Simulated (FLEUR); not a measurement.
# Fe under changes of volume

One of the cells (12.019 Å³/atom); the others are scaled copies at fixed shape and fractional positions:

```
Fe
1.0
    -1.44300    1.44300    1.44300
     1.44300   -1.44300    1.44300
     1.44300    1.44300   -1.44300
Fe
1
Cartesian
  0.0000 0.0000 0.0000
```

| Item | Value |
| --- | --- |
| Program | FLEUR MaX-R8.1 (later development tree) |
| Functional | r2SCAN |
| Potentials or basis | all-electron |
| Basis | FLAPW |
| Kmax | 4.58 1/bohr |
| k mesh | 13 × 13 × 13 |
| Occupations | fermi-dirac, width 0.05 eV |
| Spin | collinear spin, ferromagnetic start |
| Starting moments | [3.0] μB |

```tsv
volume (Å³/atom)	energy over the lowest point (meV/atom)	moment (μB per cell)
11.298	10.26	2.64
11.538	0.00	2.65
12.019	0.22	2.65
12.499	?	?
12.740	40.02	2.68
```

Task: What does the run at 12.499 Å³/atom give?

Result: Energy over the lowest point 22.22 meV/atom; moment 2.67 μB per cell.

Worked out: A Birch-Murnaghan fit of order 2 (a polynomial in V^(-2/3)) to the other rows has its minimum at 11.78 Å³/atom with B0 = V·E''(V) = 200 GPa. It gives 22.02 meV/atom at 12.499 Å³/atom, against the run's 22.22. A parabola through the other rows of the moment, of slope 0.0403 μB per Å³/atom there, gives 2.67 μB, against the run's 2.67.

Energies are extrapolated to zero smearing.

Caveats: the meta-GGA is that of a development version, with a GGA for the radial functions and cores and without core tails.
